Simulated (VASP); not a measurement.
Crystal: C.

```
C
1.0
     2.52210    0.00000    0.00000
    -1.26105    2.18420    0.00000
     0.00000    0.00000    8.23710
C
8
Direct
  0.66667 0.33333 0.84375
  0.33333 0.66667 0.34375
  0.66667 0.33333 0.65625
  0.33333 0.66667 0.15625
  0.00000 0.00000 0.90625
  0.00000 0.00000 0.40625
  0.00000 0.00000 0.59375
  0.00000 0.00000 0.09375
```

This is a hexagonal form of diamond, not graphite.

Base run:

* Program: VASP 6.6.1
* Functional: revPBE
* Potentials or basis: VASP PAW PBE potentials, release 64 (C)
* Cutoff: 520 eV
* k mesh: 12 × 12 × 4
* Occupations: fermi-dirac, width 0.05 eV
* Spin: no spin polarisation

Its results: band gap on the k mesh 4.41 eV, indirect (least direct gap 5.18 eV); pressure 7.5 GPa; largest force 0.327 eV/Å.

The run is repeated on the same cell with these changes: functional from revPBE to revTPSS. What comes out?

Band gap on the k mesh 4.27 eV, indirect (least direct gap 5.33 eV); pressure -1.2 GPa; largest force 0.333 eV/Å.

Caveats: the PAW data sets were made with another functional, which shifts forces and pressure a little.

Not every run made on this cell is shown here.
